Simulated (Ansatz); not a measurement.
**BiOCl (P4/nmm): G0W0 under other settings**

A base run on BiOCl (P4/nmm), then changed inputs.

Calculated with Ansatz 0.2.0; G0W0 on LDA, plane waves, PAW.

### 1. The structure

Symmetry: P4/nmm, No. 129, tetragonal system. The conventional cell has a = 3.886 Å, b = 3.886 Å, c = 7.349 Å, α = 90.00°, β = 90.00°, γ = 90.00°. Bi has 4 O at 2.31 Å and 4 Cl at 3.06 Å nearest. Nearest to Cl lie 4 Bi at 3.06 Å. O has 4 Bi at 2.31 Å nearest. Farther neighbours and most contacts between anions are not listed.

The cell and positions come from the Crystallography Open Database and are kept as given unless a step says otherwise. Spin-orbit coupling is left out unless a step names it. The default PAW set here is soft_2. Its files were made with PBE.

### 2. The base run: 4×4×2 mesh, 144 empty bands, screening to 69 eV

Now the one-shot GW correction: screening in the RPA, then the self-energy of the levels asked for.

Contents of input.yaml:

```yaml
crystal:
  lattice:
    - [3.88551, 0.0, 0.0]
    - [0.0, 3.88551, 0.0]
    - [0.0, 0.0, 7.3489]
  atoms:
    - { symbol: Bi, position: [0.5, 0.0, 0.32904] }
    - { symbol: Bi, position: [0.0, 0.5, 0.67096] }
    - { symbol: Cl, position: [0.0, 0.5, 0.1472] }
    - { symbol: Cl, position: [0.5, 0.0, 0.8528] }
    - { symbol: O, position: [0.0, 0.0, 0.5] }
    - { symbol: O, position: [0.5, 0.5, 0.5] }
kpoints:
  mp_grid: { grid: [4, 4, 2] }
hamiltonian:
  xc: lda
scf:
  occupations: { method: fixed }
gw:
  n_empty_bands: 144
  ecut_chi: 69
  qp_bands: [v2, c2]
  qp_kpoints: band_edges
  screening: { model: contour_deformation }
```

Started as:

```
$ ansatz run input.yaml --threads 3 --pin off --max-ram 64512MiB --backend cuda --events-out ev --progress --plain --runs-dir out --devices 1 --max-vram 24GiB  # rebuilt from the run's record
```

Numbers of over 12 decimals in the logs are rounded to 6 here.

Log:

```text
GPUs: using 1 of 1 available (devices: 1).
Engine: ansatz 0.2.0, x86_64-unknown-linux-gnu
Pseudopotentials: kind: paw
Pseudopotential: Bi, paw, valence charge 15, recommended cutoff 420 eV (normal), Bi.paw.azcp
Pseudopotential: Cl, paw, valence charge 7, recommended cutoff 420 eV (normal), Cl.paw.azcp
Pseudopotential: O, paw, valence charge 6, recommended cutoff 420 eV (normal), O.paw.azcp
Functional definition: SPW92
  exchange = slater_x
  correlation = pw_c
device memory: the entry about to start is reckoned to put 1.4 GiB on a device that reports 70.6 GiB free (of which the cap on the GPU budget leaves the run 24.0 GiB)
GPU FFT provider: cuFFT
GPU libraries: cuBLAS 13.8.2, cuFFT 12.4.0, cuSOLVER 12.3.4
Crystal: 6 atoms, lattice volume = 110.948 Å³
Basis set: ecut = 420 eV, 2177 PW (Γ)
Bands: 34, of which v1, the nominal top of the filled ones, is band 28 counted from 1 (27 counted from 0)
Symmetry: 16 space group operations
Space group: P4/nmm (ITA 129), of the structure as read, at distance tolerance 4.8e-5 Å
k-points: 12 of 32
Non-local potential: Bi, projectors of the file, l = 0: 2, l = 1: 2, l = 2: 2, l = 3: 2
Non-local potential: Cl, projectors of the file, l = 0: 2, l = 1: 2, l = 2: 2
Non-local potential: O, projectors of the file, l = 0: 2, l = 1: 2, l = 2: 1
PAW form: soft (Blöchl's): semilocal exchange-correlation on the pseudo side does not see the compensation charge
PAW frozen core: Bi, regenerated for the run's functional, and the local potential with it (the file was generated under x = pbe(κ = 0.804, μ = 0.219515), c = pbe(β = 0.066725))
PAW frozen core: Cl, regenerated for the run's functional, and the local potential with it (the file was generated under x = pbe(κ = 0.804, μ = 0.219515), c = pbe(β = 0.066725))
PAW frozen core: O, regenerated for the run's functional, and the local potential with it (the file was generated under x = pbe(κ = 0.804, μ = 0.219515), c = pbe(β = 0.066725))
PAW one-centre angular grid: Bi, 590 points (default); XC on 64 Gauss nodes
PAW one-centre angular grid: Cl, 110 points (default); XC on 64 Gauss nodes
PAW one-centre angular grid: O, 110 points (default); XC on 64 Gauss nodes
Initial density: superposition of atomic densities (neutral atoms: chi_scale 0, normalization atom), corrected by the library's trained network
Initial wavefunctions: pseudopotential atomic-orbital guess
GPU buffer pool allocated for 36450 grid points (all kernels)
GPU transforms: local potential and band sums: pruned to the plane-wave sphere, on 25×25×50
Functional: x = slater, c = lda
SCF iter   1: F=—  HF=-27373.204448 eV  |F-HF|=—  |Δ(HF+E_count)|=         —  Δρ=1.24e-2  dr2=1.69e-1  ethr=1.77e-3  ⟨swp⟩=5.0  Hψ=1546  notcnv=0  defer=46
[...]
NSCF: frozen V_eff on 12 k-points
[...]
device memory: the entry about to start is reckoned to put 3.9 GiB on a device that reports 70.5 GiB free (of which the cap on the GPU budget leaves the run 24.0 GiB)
NSCF: frozen V_eff on 12 k-points
G₀W₀ screening: q 1/12
[... further progress lines ...]
SCF converged after 7 iterations
Free energy (F): -27373.159735 eV
Harris-Foulkes:  -27373.159735 eV  (|F-HF|=4.50e-9)
Internal energy: -27373.159735 eV  (E = F + TS)
E sigma→0 (E₀):  -27373.159735 eV
Fermi energy:    7.520125 eV
--- Per-component energies (eV) ---
  E_band       = -210.405073
  E_kinetic    = 1273.331199
  E_local      = -4735.484706  (includes V_loc(G=0)·N_el)
  E_nonlocal   = 1296.615411
  E_hartree    = 1662.565846
  E_xc         = -660.007034
  E_vxc        = -721.134509  (∫ρ·V_xc dr)
  E_paw        = -22249.856456  (= ΣΔE_a)
  E_vpaw       = -648.873067  (= ΣTr[D̂ρ^β])
  E_aug_tail   = 0.004217  (compensation charges beyond the density's cutoff)
  E_ewald      = -3960.893269
  E_core_change = 0.565057  (= ΣΔE_core)
  E_smearing   = -0.000000  (= −TS)
  E_closure    = -0.000000  (closes the sum)
  Σ components = -27373.159735   (vs F -27373.159735, Δ=0.00e0)
--- Band table (eV; the first three rows and the last of 12) ---
  k-point 0: bands = [... 24 lower, 6.5547, 6.5547, 6.6140, 6.8038, 10.5917, 11.2706, 12.8213, 12.8213, ... 2 higher]
  k-point 1: bands = [... 24 lower, 6.8425, 6.8425, 7.1952, 7.2400, 10.0904, 10.4306, 12.8319, 12.8319, ... 2 higher]
  k-point 2: bands = [... 24 lower, 6.5821, 7.0880, 7.1954, 7.3186, 11.8077, 12.1687, 12.3415, 12.5179, ... 2 higher]
  k-point 11: bands = [... 24 lower, 6.2078, 6.2078, 6.9270, 6.9270, 12.0294, 12.0294, 13.5504, 13.5504, ... 2 higher]
--- G₀W₀: contour deformation, 6 samples at zero and on the imaginary axis and 1 off it, 32 q-points, 144 empty bands' worth ---
  eigenvalues of the whole cell's RPA ε∞ on this k-mesh (on a slab, of 1 + 4πα/V) = 5.3275, 6.7154, 6.7154; static W/v taken at q = 0 is 0.160832
  gw.qp_kpoints: band_edges: 12 of 12 stored k-points solved, in 2 passes; an edge of the gap read off the rows below is read off those points alone
    ik  band        ε_KS         Σx   Σc(E_QP)       V_xc       Z   E_QP_lin       E_QP  E_QP is
     0    27      6.6140   -21.2356     3.6499   -17.3162  0.7469     6.3434     6.3446  root
     0    28      6.8038   -21.6441     3.1679   -18.3828  0.7573     6.7103     6.7105  root
     0    29     10.5917   -10.9627    -3.5253   -15.4571  0.8101    11.5706    11.5608  root
     0    30     11.2706   -10.9516    -3.4478   -15.4379  0.8024    12.3211    12.3090  root
     1    27      7.1952   -23.7000     3.8597   -19.8728  0.7481     7.2276     7.2276  root
     1    28      7.2400   -21.1029     3.1432   -17.5574  0.7569     6.8351     6.8377  root
     1    29     10.0904    -9.9321    -3.4143   -14.2155  0.8148    10.9667    10.9595  root
     1    30     10.4306    -9.5404    -3.6532   -14.2123  0.8165    11.4600    11.4494  root
[...]
11    27      6.9270   -26.1275     4.8831   -21.4107  0.7327     7.0928     7.0933  root
    11    28      6.9270   -26.1275     4.8831   -21.4107  0.7327     7.0928     7.0933  root
    11    29     12.0294   -12.2410    -3.5084   -16.8096  0.7956    13.1030    13.0896  root
    11    30     12.0294   -12.2410    -3.5084   -16.8096  0.7956    13.1030    13.0896  root
```

Wall time 5.4 s (1 × NVIDIA H100 80GB HBM3 (shared by 3 runs) with 3 threads of AMD EPYC 7R13 (Zen 3), shared host); peak memory 1.2 GiB.

Reading the cycles: dr2 is the Hartree energy of the density residual (eV), the measure of convergence; HF is the Harris–Foulkes estimate of the energy, which meets the free energy F at convergence.

This step gave:

- bands summed: 172
- RPA ε∞ on this mesh (eigenvalues): 5.327, 6.715, 6.715
- plane waves in the screening matrix: 149
- q-points in the mesh: 32
- G0W0 gap on the mesh: 3.506 eV
- k of the valence top: 0, 0.25, -0.5
- k of the conduction bottom: 0, 0, -0.5
- starting gap on the mesh: 2.570 eV
- Z at the valence top: 0.7585
- Z at the conduction bottom: 0.8148
- least direct G0W0 gap on the computed points: 3.732 eV

The gap on the mesh goes from 2.57 eV to 3.51 eV, a correction of +0.94 eV, though a band edge has moved to another state.

### 3. Variant: norm-conserving files, smooth pair densities

This step: G0W0 on LDA, plane waves, norm-conserving pseudopotentials.

input.yaml: that of step 2 with these lines changed.

```diff
@@ -16,2 +16,3 @@
   xc: lda
+  pseudopotentials: { kind: nc }
 scf:
@@ -19,4 +20,4 @@
 gw:
-  n_empty_bands: 144
-  ecut_chi: 69
+  n_empty_bands: 180
+  ecut_chi: 80
   qp_bands: [v2, c2]
@@ -24 +25,2 @@
   screening: { model: contour_deformation }
+  pair_densities: pseudo
```

Log:

```text
GPUs: using 1 of 1 available (devices: 1).
[...]
GPU FFT provider: cuFFT
GPU libraries: cuBLAS 13.8.2, cuFFT 12.4.0, cuSOLVER 12.3.4
Crystal: 6 atoms, lattice volume = 110.948 Å³
Basis set: ecut = 1142.878222 eV, 9725 PW (Γ)
Bands: 34, of which v1, the nominal top of the filled ones, is band 28 counted from 1 (27 counted from 0)
[... 1 set-up line as in the run before ...]
[...]
k-points: 12 of 32
[...]
GPU buffer pool allocated for 182250 grid points (all kernels)
[...]
SCF iter   1: F=—  HF=-6240.072860 eV  |F-HF|=—  |Δ(HF+E_count)|=         —  Δρ=4.54e-2  dr2=2.13e0  ethr=3.10e-3  ⟨swp⟩=4.8  Hψ=1450  notcnv=0  defer=46
[...]
SCF iter   8: F=-6239.345207 eV  HF=-6239.345207 eV  |F-HF|=3.81e-10  |Δ(HF+E_count)|=   4.05e-7  Δρ=6.95e-6  dr2=3.06e-8  ethr=1.79e-10  ⟨swp⟩=9.5  Hψ=1952  notcnv=0
SCF 1 converged in 8 iterations: F = -6239.345207 eV  dr2 = 3.06e-8
[...]
NSCF: frozen V_eff on 12 k-points
[...]
G₀W₀ screening: q 1/12
[... further progress lines ...]
SCF converged after 8 iterations
Free energy (F): -6239.345207 eV
[...]
Internal energy: -6239.345207 eV  (E = F + TS)
E sigma→0 (E₀):  -6239.345207 eV
Fermi energy:    7.619599 eV
[...]
--- Band table (eV; the first three rows and the last of 12) ---
  k-point 0: bands = [... 24 lower, 6.6581, 6.6581, 6.7144, 6.9060, 10.6927, 11.3639, 12.9146, 12.9146, ... 2 higher]
  k-point 1: bands = [... 24 lower, 6.9448, 6.9448, 7.2969, 7.3397, 10.1939, 10.5252, 12.9260, 12.9260, ... 2 higher]
  k-point 2: bands = [... 24 lower, 6.6846, 7.1909, 7.2955, 7.4188, 11.8967, 12.2587, 12.4435, 12.6103, ... 2 higher]
  k-point 11: bands = [... 24 lower, 6.3113, 6.3113, 7.0294, 7.0294, 12.1329, 12.1329, 13.6252, 13.6252, ... 2 higher]
[...]
bands read: the sum over 208 bands ends inside a degenerate multiplet in 1 slot, whose members it reads at an even weight; the widest, k=0: bands 208 to 209 (counted from 1) at 1/2 each
[...]
0    27      6.7144   -19.6383     3.7592   -15.2146  0.7452     6.0420     6.0500  root
     0    28      6.9060   -19.8394     3.1471   -16.1630  0.7557     6.3723     6.3766  root
     0    29     10.6927    -9.4214    -3.0747   -12.8437  0.8078    11.0413    11.0402  root
     0    30     11.3639    -9.3944    -3.0290   -12.8149  0.8002    11.7570    11.7555  root
     1    27      7.2969   -22.2674     3.9191   -17.9523  0.7469     6.8987     6.9010  root
     1    28      7.3397   -18.7266     3.1364   -14.6749  0.7541     6.4100     6.4245  root
     1    29     10.1939    -8.7815    -2.9928   -12.1091  0.8127    10.5297    10.5287  root
     1    30     10.5252    -8.1233    -3.2338   -11.7843  0.8147    10.9542    10.9525  root
[...]
11    27      7.0294   -25.0421     4.8872   -20.0536  0.7323     6.9280     6.9282  root
    11    28      7.0294   -25.0421     4.8872   -20.0536  0.7323     6.9280     6.9282  root
    11    29     12.1329   -10.3368    -3.1010   -13.8229  0.7929    12.5196    12.5180  root
    11    30     12.1329   -10.3368    -3.1010   -13.8229  0.7929    12.5196    12.5180  root
```

Run time: 17 s. Hardware: 1 × NVIDIA H100 80GB HBM3 (shared by 3 runs) with 3 threads; peak memory 1.6 GiB; 31 s of CPU time.

The G0W0 gap on the mesh is 3.488 eV.

Against the base:

```
              setting         base          variant
                files  default PAW  norm-conserving
          empty bands          144              180
screening cutoff (eV)           69               80
       pair densities            -           pseudo
```

```
                                    quantity  variant   base
                    starting gap on the mesh    2.574  2.570
                        G0W0 gap on the mesh    3.488  3.506
least direct G0W0 gap on the computed points    3.628  3.732
                        Z at the valence top    0.757  0.759
                  Z at the conduction bottom    0.813  0.815
```

### 4. Outcome

| Quantity | Value |
| --- | --- |
| base | 3.51 eV, 5.4 s |
| norm-conserving files, smooth pair densities | 3.49 eV, 17 s |

Norm-conserving files, smooth pair densities: the gap moves by −0.02 eV and the time by a factor of 3.2 (the plane-wave cutoff goes from 420 to 1142.88 eV). The variant differs from the base in files, empty bands, screening cutoff and pair densities together, so the change can't be laid to one of them. All runs here use a coarse mesh and modest cutoffs; they test settings and are not final values. The 4×4×2 mesh is coarse for this cell (its supercell is 15 Å along the shortest edge). The RPA ε∞ on it, from the LDA start, is 5.33 and 6.72; such meshes misread the long-range screening, most where the gap is narrow. Where an edge is built on 6p states of lead, bismuth or thallium, scalar-relativistic gaps usually stand too wide, by a few tenths to over one eV. The many-body steps are scalar-relativistic: spin-orbit coupling is not in them.

[Paths, hosts, dates, memory and timing lines, banners, echoed tables and standing remarks are left out of the program output.]

[Logs are printed without paths, hosts, clocks, repeated set-up lines and the standing remarks that a program may print on its own settings, such as how far it seeks lower states.]

[Runs of the session that timed out or met a known fault of the program may be left out.]

[Cells called generated may have been cut or substituted from an entry of the Crystallography Open Database or the Materials Project.]

[Hosts, paths, dates, database ids (printed as entryN), source tags and the programs' standing remarks are cut or masked in the printed files.]
